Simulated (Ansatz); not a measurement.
# HfN (F-43m) in Ansatz: a series of runs

Runs on HfN. Level: PBE. Tasks: single point.

Everything below comes from runs of Ansatz 0.2.0. Logs are shortened: lines on timing, memory, paths and dates and some standing lists are left out, and cuts for length are marked.

## 1. The structure

Symmetry: F-43m, No. 216, cubic system. The conventional cell has a = 4.910 Å, b = 4.910 Å, c = 4.910 Å, α = 90.00°, β = 90.00°, γ = 90.00°. Hf (site symmetry -43m) is surrounded by 4 N at 2.13 Å. Around N (site symmetry -43m) lie 4 Hf at 2.13 Å.

The cell comes from a database or a generator and needn't be the stable form of this composition.

## 2. Single point, PBE

input.yaml reads:

```yaml
crystal:
  lattice:
    - [0.0, 2.454822, 2.454822]
    - [2.454822, 0.0, 2.454822]
    - [2.454822, 2.454822, 0.0]
  atoms:
    - { symbol: Hf, position: [0.0, 0.0, 0.0] }
    - { symbol: "N", position: [0.25, 0.25, 0.25] }
kpoints:
  mp_grid: { grid: [9, 9, 9] }
scf:
  occupations: { method: gaussian, width: 0.1 }
hamiltonian:
  xc: pbe
  pseudopotentials: { kind: all_electron, lapw: { basis_error: 0.001 } }
output:
  forces: true
  stress: true
  eigenvalues: true
```

Potentials or basis: all-electron LAPW, scalar-relativistic.

On the command line:

```sh
$ ansatz run input.yaml --threads 1 --pin off --max-ram 3072MiB --backend cpu --events-out ev --progress --plain --runs-dir out
```

What it wrote:

```text
Warning: RAYON_NUM_THREADS=1 ignored (pool sized by the plan → 1); use --threads N
LAPW: plane waves up to 10.147 Å⁻¹, error target 1.0e-3 eV per atom; small_component_spin mean_spin; N in spheres of 0.890 Å, 7 of its electrons in bands, Dirac shells []; Hf in spheres of 1.236 Å, 44 of its electrons in bands, Dirac shells [] (how accurate: hamiltonian.pseudopotentials.lapw.basis_error, Limitations)
Engine: ansatz 0.2.0, x86_64-unknown-linux-gnu
Pseudopotentials: kind: all_electron
Pseudopotential: Hf, LAPW, valence charge 44, lapw/all_electron/scalar/gaussian/Hf, Koelling and Harmon's equation, gaussian nucleus
Pseudopotential: N, LAPW, valence charge 7, lapw/all_electron/scalar/gaussian/N, Koelling and Harmon's equation, gaussian nucleus
Functional definition: PBE
  parameter kappa = 0.804
  parameter beta = 0.06672455060314922
  exchange = pbe_x(kappa = kappa, mu = beta*pi^2/3)
  correlation = pbe_c(beta = beta)
Crystal: 2 atoms, lattice volume = 29.586 Å³
Basis set: ecut = 392.2519888472785 eV, 531 PW (Γ), exchange–correlation at level 2
Bands: 31, of which v1, the nominal top of the filled ones, is band 26 counted from 1 (25 counted from 0)
Symmetry: 24 space group operations
Space group: F-43m (ITA 216), of the structure as read, at distance tolerance 3.1e-5 Å
k-points: 35 of 729 (time reversal used)
Non-local potential: Hf, projectors of the file, none
Non-local potential: N, projectors of the file, none
Initial density: superposition of atomic densities (chi_scale 0.1, normalization cell, long waves kept (reshape's long-wave potential 0.00 eV rms))
Initial wavefunctions: plane waves of lowest kinetic energy (no species holds an atomic orbital)
Functional: x = pbe(κ = 0.804, μ = 0.2195149727645171), c = pbe(β = 0.06672455060314922)
iter 1 solved again at ethr=1.45e-2 eV; its pass at ethr=1.00e-1 eV (dr2=7.39e0 eV) is discarded
SCF iter   1: F=—  HF=-411745.834235 eV  |F-HF|=—  |Δ(HF+E_count)|=         —  Δρ=1.35e-1  dr2=7.39e0  ethr=1.45e-2  ⟨swp⟩=2.0  Hψ=6618  notcnv=0
preconditioner: auto → LDOS  [metal: Δε(μ)=0.023 eV  Ē_g=18.668 eV  σ=0.100 eV  W_gap=0.13  n_scr=14 (ndim 8)  ℏωp=36.8 eV  f_vac=0.016  D(μ)=1.29/eV (n_scr^D=14)  β→1.0]
iter 2 solved again at ethr=1.02e-3 eV; its pass at ethr=1.45e-2 eV (dr2=5.22e-1 eV) is discarded
SCF iter   2: F=—  HF=-411743.514100 eV  |F-HF|=—  |Δ(HF+E_count)|=    2.32e0  Δρ=4.60e-2  dr2=5.23e-1  ethr=1.02e-3  ⟨swp⟩=2.0  Hψ=5491  notcnv=0
preconditioner: auto → none  [insulator: Δε(μ)=0.196 eV  Ē_g=19.638 eV  σ=0.100 eV  W_gap=0.53  n_scr=14 (ndim 8)  ℏωp=36.8 eV  f_vac=0.078  D(μ)=0.60/eV (n_scr^D=0)  ε∞_Penn≈4.5  β→0.5]
SCF iter   3: F=—  HF=-411743.241172 eV  |F-HF|=—  |Δ(HF+E_count)|=   2.73e-1  Δρ=9.28e-3  dr2=2.40e-2  ethr=1.02e-3  ⟨swp⟩=2.3  Hψ=3421  notcnv=0
SCF iter   4: F=—  HF=-411743.208901 eV  |F-HF|=—  |Δ(HF+E_count)|=         —  Δρ=5.17e-3  dr2=7.83e-3  ethr=4.71e-5  ⟨swp⟩=2.0  Hψ=3273  notcnv=0
the basis was enlarged: its passes take 469.8 KiB over the memory plan, 1 of 1 planned eigensolver slots
SCF iter   5: F=—  HF=-411743.207698 eV  |F-HF|=—  |Δ(HF+E_count)|=   1.20e-3  Δρ=1.54e-3  dr2=5.62e-4  ethr=1.54e-5  ⟨swp⟩=2.2  Hψ=3271  notcnv=0
SCF iter   6: F=—  HF=-411743.207799 eV  |F-HF|=—  |Δ(HF+E_count)|=   1.02e-4  Δρ=3.97e-4  dr2=2.64e-5  ethr=1.10e-6  ⟨swp⟩=3.0  Hψ=3389  notcnv=0
SCF iter   7: F=—  HF=-411743.207834 eV  |F-HF|=—  |Δ(HF+E_count)|=   3.49e-5  Δρ=9.00e-5  dr2=2.51e-6  ethr=5.18e-8  ⟨swp⟩=3.0  Hψ=3425  notcnv=0
SCF iter   8: F=-411743.207834 eV  HF=-411743.207834 eV  |F-HF|=5.14e-8  |Δ(HF+E_count)|=   2.12e-7  Δρ=1.54e-5  dr2=8.89e-8  ethr=4.91e-9  ⟨swp⟩=2.8  Hψ=3309  notcnv=0
SCF 1 converged in 8 iterations: F = -411743.207834 eV  dr2 = 8.89e-8
SCF converged after 8 iterations
Free energy (F): -411743.207834 eV
Harris-Foulkes:  -411743.207834 eV  (|F-HF|=5.14e-8)
Internal energy: -411743.204061 eV  (E = F + TS)
E sigma→0 (E₀):  -411743.205948 eV
Entropy (-TS):   -0.003773 eV (-1.887 meV/atom)
Fermi energy:    18.119362 eV
--- Per-component energies (eV) ---
  E_band       = -5656.583987
  E_kinetic    = 457968.313210
  E_xc         = -8603.369988
  E_electrostatic = -861108.147283  (all electrons and nuclei)
  E_smearing   = -0.003773  (= −TS)
  E_closure    = 0.000000  (closes the sum)
  E_atoms      = -411724.663545  (free atoms, spherical and without spin; not in F)
  Σ components = -411743.207834   (vs F -411743.207834, Δ=0.00e0)
  Basis errors (estimates in eV, not in F): energy 4.4e-4 per atom: plane waves 4.0e-4 (2.4e-4 summed), levels above the bands 0.0e0, relativity 8.9e-8, radial functions 4.1e-5, core shells 1.8e-11; eigenvalues (radial functions only) 2.7e-6; not estimated: angular momenta, meshes, grids; target (lapw.basis_error) 1.0e-3; muffin-tin radii N 0.890 Å, Hf 1.236 Å
--- Forces (eV/Å), atoms counted from 1 ---
  atom   1  Hf     0.00000000    -0.00000000     0.00000000
  atom   2  N     -0.00000000     0.00000000    -0.00000000
  max |Σ_I F_I| component: 5.55e-17 eV/Å
--- Stress (GPa, compression-positive) ---
        0.712415       0.000000      -0.000000
        0.000000       0.712415      -0.000000
       -0.000000      -0.000000       0.712415
  P = ⅓ Tr σ = 0.7124 GPa (7.124 kbar)
--- Band table (eV; the first three rows and the last of 35) ---
  k-point 0: bands = ["-489.1988", "-359.1139", "-355.9220", "-355.9220", "-355.9220", "-183.8014", "-183.8014", "-183.7810", "-183.7810", "-183.7810", "-44.4006", "-12.9731", "-12.9731", "-12.9731", "1.8240", "5.6503", "5.6503", "5.6503", "5.7188", "5.7188", "5.7188", "5.7960", "12.6683", "12.6683", "12.6683", "17.4521", "20.3612", "20.3612", "24.7067", "24.7067", "24.7067"]
  k-point 1: bands = ["-489.1988", "-359.1139", "-355.9220", "-355.9220", "-355.9220", "-183.8014", "-183.8014", "-183.7810", "-183.7810", "-183.7810", "-44.3982", "-13.0309", "-12.9805", "-12.9805", "1.9643", "5.6509", "5.6531", "5.6531", "5.7139", "5.7139", "5.7190", "5.8013", "12.4138", "12.7575", "12.7575", "18.0867", "20.1726", "20.1726", "24.3891", "24.9654", "24.9654"]
  k-point 2: bands = ["-489.1988", "-359.1139", "-355.9220", "-355.9220", "-355.9220", "-183.8014", "-183.8014", "-183.7810", "-183.7810", "-183.7810", "-44.3921", "-13.1738", "-12.9992", "-12.9992", "2.3065", "5.6545", "5.6595", "5.6595", "5.7032", "5.7032", "5.7194", "5.8082", "12.0817", "12.9635", "12.9635", "19.3426", "19.9641", "19.9641", "23.8012", "25.1322", "25.1322"]
  k-point 34: bands = ["-489.1988", "-359.1139", "-355.9220", "-355.9220", "-355.9220", "-183.8014", "-183.8014", "-183.7810", "-183.7810", "-183.7810", "-44.3737", "-13.3547", "-13.2193", "-13.1246", "3.2881", "5.6544", "5.6711", "5.6834", "5.6872", "5.6896", "5.7005", "5.7693", "12.3828", "13.1100", "14.4587", "16.9955", "19.5605", "21.6317", "23.3462", "24.5803", "27.3808"]
```

Wall time 21 s (1 thread of Intel Xeon at 2.70GHz, shared host); peak memory 0.34 GiB.

What came out:

| Property | Result |
| --- | --- |
| Free energy | -411743.2078 eV |
| Pressure | 0.7 GPa |
| Band gap on the k mesh | none (metal or under the smearing width) |

## 3. Single point, PBE

Changes to input.yaml since step 2:

```diff
@@ -11,3 +11,3 @@
 scf:
-  occupations: { method: gaussian, width: 0.1 }
+  occupations: { method: gaussian, width: 0.02 }
 hamiltonian:
```

Potentials or basis: all-electron LAPW, scalar-relativistic.

On the command line:

```sh
$ ansatz run input.yaml --threads 1 --pin off --max-ram 3072MiB --backend cpu --events-out ev --progress --plain --runs-dir out
```

What it wrote:

```text
Warning: RAYON_NUM_THREADS=1 ignored (pool sized by the plan → 1); use --threads N
LAPW: plane waves up to 10.147 Å⁻¹, error target 1.0e-3 eV per atom; small_component_spin mean_spin; N in spheres of 0.890 Å, 7 of its electrons in bands, Dirac shells []; Hf in spheres of 1.236 Å, 44 of its electrons in bands, Dirac shells [] (how accurate: hamiltonian.pseudopotentials.lapw.basis_error, Limitations)
[... 4 set-up lines as earlier in the session ...]
[... 54 lines left out ...]
       -0.000000      -0.000000       0.773222
  P = ⅓ Tr σ = 0.7732 GPa (7.732 kbar)
--- Band table (eV; the first three rows and the last of 35) ---
  k-point 0: bands = ["-489.2021", "-359.1119", "-355.9253", "-355.9253", "-355.9253", "-183.8048", "-183.8048", "-183.7844", "-183.7844", "-183.7844", "-44.4041", "-12.9762", "-12.9762", "-12.9762", "1.8241", "5.6469", "5.6469", "5.6469", "5.7154", "5.7154", "5.7154", "5.7926", "12.6680", "12.6680", "12.6680", "17.4516", "20.3593", "20.3593", "24.7057", "24.7057", "24.7057"]
  k-point 1: bands = ["-489.2021", "-359.1119", "-355.9253", "-355.9253", "-355.9253", "-183.8048", "-183.8048", "-183.7844", "-183.7844", "-183.7844", "-44.4017", "-13.0340", "-12.9836", "-12.9836", "1.9644", "5.6476", "5.6498", "5.6498", "5.7105", "5.7105", "5.7155", "5.7979", "12.4135", "12.7573", "12.7573", "18.0862", "20.1709", "20.1709", "24.3881", "24.9643", "24.9643"]
  k-point 2: bands = ["-489.2021", "-359.1119", "-355.9253", "-355.9253", "-355.9253", "-183.8048", "-183.8048", "-183.7844", "-183.7844", "-183.7844", "-44.3956", "-13.1768", "-13.0023", "-13.0023", "2.3066", "5.6512", "5.6561", "5.6561", "5.6998", "5.6998", "5.7160", "5.8048", "12.0814", "12.9632", "12.9632", "19.3422", "19.9624", "19.9624", "23.8001", "25.1309", "25.1309"]
  k-point 34: bands = ["-489.2021", "-359.1119", "-355.9253", "-355.9253", "-355.9253", "-183.8048", "-183.8048", "-183.7844", "-183.7844", "-183.7844", "-44.3772", "-13.3577", "-13.2224", "-13.1277", "3.2881", "5.6510", "5.6678", "5.6800", "5.6838", "5.6862", "5.6970", "5.7660", "12.3826", "13.1099", "14.4588", "16.9944", "19.5592", "21.6299", "23.3444", "24.5785", "27.3800"]
```

Wall time 23 s (1 thread of Intel Xeon at 2.70GHz, shared host); peak memory 0.34 GiB.

What came out:

```yaml
Free_energy: -411743.2055 eV
Pressure: 0.8 GPa
Band_gap_on_the_k_mesh: none (metal or under the smearing width)
```

Spin-orbit coupling is left out, which matters for the levels of Hf.
